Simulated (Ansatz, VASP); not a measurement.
**Two plane-wave programs on TiO2 (Rutile)**

Contents of INCAR:

```
ALGO = Normal
EDIFF = 1E-6
EDIFFG = -0.001
ENCUT = 600
GGA = PE
IBRION = 2
ISIF = 3
ISMEAR = 0
IVDW = 13
LASPH = T
LCHARG = F
LREAL = F
LWAVE = F
NELM = 80
NSW = 80
PREC = Accurate
SIGMA = 0.01
```

Contents of KPOINTS:

```
k-points
0
Gamma
  3 3 5
```

File POSCAR:

```
TiO2
1.0
    4.5922000000      0.0000000000      0.0000000000
    0.0000000000      4.5922000000      0.0000000000
    0.0000000000      0.0000000000      2.9574000000
Ti O
2 4
Direct
    0.0000000000      0.0000000000      0.0000000000
    0.5000000000      0.5000000000      0.5000000000
    0.3049600000      0.3049600000      0.0000000000
    0.1950400000      0.8049600000      0.5000000000
    0.6950400000      0.6950400000      0.0000000000
    0.8049600000      0.1950400000      0.5000000000
```

Input for Ansatz:

```yaml
crystal:
  lattice:
    a: 4.5922
    b: 4.5922
    c: 2.9574
    alpha: 90.0
    beta: 90.0
    gamma: 90.0
  atoms:
    - { symbol: Ti, position: [0.0, 0.0, 0.0] }
    - { symbol: Ti, position: [0.5, 0.5, 0.5] }
    - { symbol: O, position: [0.30496, 0.30496, 0.0] }
    - { symbol: O, position: [0.19504, 0.80496, 0.5] }
    - { symbol: O, position: [0.69504, 0.69504, 0.0] }
    - { symbol: O, position: [0.80496, 0.19504, 0.5] }
basis:
  ecutwfc: 435.382179935808
kpoints:
  mp_grid:
    grid: [3, 3, 5]
hamiltonian:
  xc: pbe
  dispersion: d4
scf:
  convergence:
    dr2_threshold: 1.0e-06
  occupations:
    method: fixed
relax:
  f_tol: 0.001
  max_displacement: 0.3
  cell: {}
```

Alike in both runs: task relaxation of cell and atoms; functional PBE; dispersion D4; k mesh 3 × 3 × 5; no spin polarisation.

|  | VASP | Ansatz |
| --- | --- | --- |
| version | VASP 6.6.1 | Ansatz 0.2.0 |
| potentials or method | VASP PAW PBE potentials, release 64 (Ti_sv, O) | plane waves, PAW |
| plane-wave cutoff (eV) | 600 | 435 |
| occupations | gaussian, width 0.01 eV | fixed |
| valence electrons in the cell | 48 | 48 |

|  | VASP | Ansatz | Ansatz less VASP |
| --- | --- | --- | --- |
| relaxed volume (Å³/atom) | 10.47 | 10.45 | -0.018 |
| relaxed cell length with the largest relative difference (Å) | 2.959 | 2.956 | -0.0029 |

Ansatz warned: «force_scf_threshold_loose».

Caveats: the k mesh is coarse (spacing up to 0.46 Å⁻¹), so the values aren't converged. A k mesh can miss the band edges. Zero-point motion and thermal expansion aren't in these numbers.
